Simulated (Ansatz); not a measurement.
Zn: the change of pressure and energy above lowest point with volume per atom

Results calculated with Ansatz 0.2.0 development build, not measured. Equation of state of a cubic crystal from periodic Kohn-Sham density functional theory without spin; pressure corrected for the finite basis.

Cell of the first row (space group Pm-3m, No. 221):
```
Zn
1.0
      2.5775     0.0000     0.0000
      0.0000     2.5775     0.0000
      0.0000     0.0000     2.5775
Zn
1
Direct
  0.00000 0.00000 0.00000
```

Settings of every row: formula Zn; structure type simple cubic; functional PBE; spin treatment none; k mesh 14x14x14; occupation method fermi-dirac; occupation width 0.061225619 eV; wave cutoff 420 eV; datasets soft-1 PAW; density cutoff ratio 4.

Limits: a cubic model structure, not a phase known at ambient conditions; modest k-mesh, values are not fully converged in k.

| row | volume per atom (Å³) | pressure (GPa) | energy above lowest point (meV/atom) |
| --- | --- | --- | --- |
| 1 | 17.124 | 3.447 | 10.84 |
| 2 | 17.488 | 2.132 | 4.52 |
| 3 | 17.853 | ? | ? |
| 4 | 18.217 | -0.055 | 0 |
| 5 | 18.581 | -0.957 | 1.18 |
| 6 | 18.946 | -1.746 | 4.27 |
| 7 | 19.31 | -2.438 | 9.04 |

Question: what pressure and energy above lowest point should row 3 give?

Worked fit of pressure. Take u = (V_r/V)^(2/3) − 1 with V_r = 18.399 Å³ an atom, which is twice the finite (Eulerian) strain; such expansions in the strain, on which the Birch-Murnaghan equation of state is built, carry the rest volume and the bulk modulus. The shown rows have u = 0.04904, 0.03443, 0.00665, -0.00654, -0.01934, -0.0317. Least squares give pressure = −0.5201 + 68.213 × u + 249.57 × u² + 185.3 × u³ GPa; a parabola predicts inner rows, each left out in turn, worse (root mean square 0.0038 against 0.0018 GPa). The rows lie off it by 0.000, 0.000, 0.000, -0.001, 0.001, 0.000. The pressure vanishes at u = 0.0074, or V = 18.2 Å³ an atom, and there the bulk modulus at fixed shape and fractions is B = −V dP/dV = (2/3)(1 + u) dP/du = 48.3 GPa. The withheld row has u = 0.02029, so the fit gives −0.5201 + 68.213 × (0.02029) + 249.57 × (0.02029)² + 185.3 × (0.02029)³ = 0.968 GPa.

The calculation gave 0.97 GPa. The fit lies 0.002 GPa (0.034 % of the column's range) below it; its largest miss of a shown row is 0.001 GPa.

Worked fit of energy above lowest point. Take u = (V_r/V)^(2/3) − 1 with V_r = 18.399 Å³ an atom, which is twice the finite (Eulerian) strain; such expansions in the strain, on which the Birch-Murnaghan equation of state is built, carry the rest volume and the bulk modulus. The shown rows have u = 0.04904, 0.03443, 0.00665, -0.00654, -0.01934, -0.0317. Least squares give energy above lowest point = 0.335 − 89.58 × u + 5977.6 × u² + 4439 × u³ meV/atom; a parabola predicts inner rows, each left out in turn, worse (root mean square 0.09 against 0.0081 meV/atom). All shown rows lie on it to the printed digit. Its lowest point lies at u = 0.0074, or V = 18.2 Å³ an atom, and the curvature there gives the bulk modulus at fixed shape and fractions, B = (4/9)(1 + u)² E″(u)/V = 48.3 GPa. The withheld row has u = 0.02029, so the fit gives 0.335 − 89.58 × (0.02029) + 5977.6 × (0.02029)² + 4439 × (0.02029)³ = 1.02 meV/atom.

The calculation gave 1.02 meV/atom. The fit meets it to the printed digit.
